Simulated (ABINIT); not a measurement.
The system is Fe.

```
Fe
1.0
     0.00000    1.94174    1.96511
     1.49844    0.00000    1.96511
     1.49844    1.94174    0.00000
Fe
1
Direct
  0.00000 0.00000 0.00000
```

Base run:

| Item | Value |
| --- | --- |
| Program | ABINIT 10.8.3 (patched build) |
| Functional | PBEsol |
| Potentials or basis | PseudoDojo NC SR PBEsol v0.4.1 standard |
| Cutoff | 1225 eV |
| k mesh | 10 × 10 × 10 |
| Occupations | fermi-dirac, width 0.05 eV |
| Spin | collinear spin, ferromagnetic start |
| Starting moments | [3.0] μB |

Its results: band gap on the k mesh none (metal or under the smearing width); pressure -9.6 GPa; net moment 2.23 μB per cell; site moments Fe +2.27 μB.

Task: The run is repeated on the same cell with these changes: potentials or basis from PseudoDojo NC SR PBEsol v0.4.1 standard to JTH PAW PBE v2.0; cutoff from 1225 eV to 707 eV. What comes out?

Result: Band gap on the k mesh none (metal or under the smearing width); pressure -10.9 GPa; net moment 2.17 μB per cell; site moments Fe +2.21 μB.

Caveats: the PAW data sets were made with another functional, which shifts forces and pressure a little (some runs).
